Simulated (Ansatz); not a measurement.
# AlN: two normal modes frozen in

Aim: map the energy of AlN (P6_3/mmc, No. 194; 4 atoms in the cell) over two coordinates, and find its wells, ridges and stiffness.

Program: Ansatz 0.2.0. Level of theory: DFT PBE, scalar-relativistic, plane waves, PAW. These are calculated values, not measurements.

6 further runs of the same task are left out: 6 set aside as unsound or not needed.

## Step 1: The system as given

Symmetry: P6_3/mmc, No. 194, hexagonal system. The conventional cell has a = 3.313 Å, b = 3.313 Å, c = 4.188 Å, α = 90.00°, β = 90.00°, γ = 120.00°. Al (site symmetry -6m2) has 5 N at 1.91 to 2.09 Å as nearest neighbours. N (site symmetry -6m2) is surrounded by 5 Al at 1.91 to 2.09 Å.

Coordinates:

```
CELL_PARAMETERS angstrom
3.31348 0.00000 0.00000
-1.65674 2.86956 0.00000
0.00000 0.00000 4.18759
ATOMIC_POSITIONS crystal
Al 0.33333 0.66667 0.75000
Al 0.66667 0.33333 0.25000
N 0.33333 0.66667 0.25000
N 0.66667 0.33333 0.75000
```

It goes back to an entry of the Materials Project, which need not be the stable form.

It is the result of an earlier relaxation at this level (volume 9.95 Å³/atom; gap on the mesh: 3.25 eV).

## Step 3: The grid

The energy is mapped over two normal modes frozen in (zone-centre modes of the cell shown).

The axes are (1) amplitude of mode 4 (201 cm⁻¹), largest displacement: 11 values from −0.308 Å; (2) amplitude of mode 10 (663 cm⁻¹), largest displacement: 11 values from −0.066 Å.

Nothing else is relaxed (the cell and all other modes fixed). Energies count from the relaxed high-symmetry cell. Points are written as (first, second).

The patterns, per unit of each coordinate (Å):

| atom | x1 | y1 | z1 | x2 | y2 | z2 |
| --- | --- | --- | --- | --- | --- | --- |
| Al1 | 0.000 | 0.000 | -0.519 | 0.000 | -0.519 | 0.000 |
| Al2 | 0.000 | 0.000 | -0.519 | 0.000 | -0.519 | 0.000 |
| N3 | 0.000 | 0.000 | 1.000 | 0.000 | 1.000 | 0.000 |
| N4 | 0.000 | 0.000 | 1.000 | 0.000 | 1.000 | 0.000 |

(The set-up runs are not shown.)

## Step 4: Grid point (−0.185 Å, −0.040 Å)

File input.yaml:

```yaml
crystal:
  lattice:
    - [3.3134793407, 0.0, 0.0]
    - [-1.6567396703, 2.8695572839, 0.0]
    - [0.0, 0.0, 4.1875902417]
  atoms:
    - { symbol: Al, position: [0.3369153591, 0.6738307183, 0.7729095315] }
    - { symbol: Al, position: [0.6702486925, 0.340497385, 0.2729095315] }
    - { symbol: "N", position: [0.3264333143, 0.6528666285, 0.2058696077] }
    - { symbol: "N", position: [0.6597666476, 0.3195332952, 0.7058696077] }
basis:
  ecutwfc: 520.0
kpoints:
  mp_grid: { grid: [9, 9, 6] }
hamiltonian:
  xc: pbe
  pseudopotentials: { kind: paw, azcp: { folder: soft_1 } }
scf:
  occupations: { method: gaussian, width: 0.05 }
output:
  forces: true
  stress: true
  eigenvalues: true
```

The run is started by

```bash
> ansatz run input.yaml --threads 1 --pin off --max-ram 2048MiB --backend cpu --events-out ev --progress --plain --runs-dir out
```

Further runs follow: the other points that were computed.

**Question.** What will these runs give? Wanted: lowest point; highest computed point; modes; pressure.

**Answer**, as computed:

| quantity | value |
| --- | --- |
| lowest point | (0.000 Å, 0.000 Å), 0.00 eV |
| highest computed point | (−0.308 Å, −0.066 Å), 1.67 eV above the lowest |
| modes | 12 from 0 to 676 cm⁻¹ |
| pressure (GPa) | 0.0 at (0.000 Å, 0.000 Å) to 26.7 at (−0.308 Å, −0.066 Å); 0.0 at the lowest point |
| time for all points | 4 min on 1 thread, shared host |

In words: No mode of this cell is imaginary beyond 10 cm⁻¹; other wave vectors were not probed. The lowest computed point is at (0.000 Å, 0.000 Å), which is the relaxed high-symmetry cell itself. No other kind of well shows on this grid. The highest computed point, (−0.308 Å, −0.066 Å), lies 1.67 eV above the lowest. Round the minimum the two coordinates are nearly uncoupled. With the other coordinates free, the energies away from the reference would be the same or lower.
